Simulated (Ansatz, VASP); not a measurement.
## Pt: VASP beside Ansatz

```
CELL_PARAMETERS angstrom
2.62495 0.00000 0.00000
0.00000 2.62495 0.00000
0.00000 0.00000 2.62495
ATOMIC_POSITIONS crystal
Pt 0.00000 0.00000 0.00000
```

Alike in both runs: functional PBE; k mesh 12 × 12 × 12; occupations fermi-dirac, width 0.08 eV; no spin polarisation.

Ansatz relaxed the structure, and its values are those at the end. VASP's run is a single point on that final structure, the one shown.

```csv
,VASP,Ansatz
version,VASP 6.6.1,Ansatz 0.2.0
potentials or method,"VASP PAW PBE potentials, release 64 (Pt)","PAW with Ansatz's default frozen-core files, scalar-relativistic"
plane-wave cutoff (eV),520,420
valence electrons in the cell,10,18
```

Ansatz gave:

| Quantity | Value |
| --- | --- |
| pressure (GPa) | 0.0 |

Task: Estimate VASP's values.

Result: Pressure (GPa): -0.5.

The functional is the same, so the differences come from potentials, cutoffs and numerics. The two sets of potentials don't hold the same shells in valence.

The runs have no spin-orbit coupling, so splittings on Pt are missing.
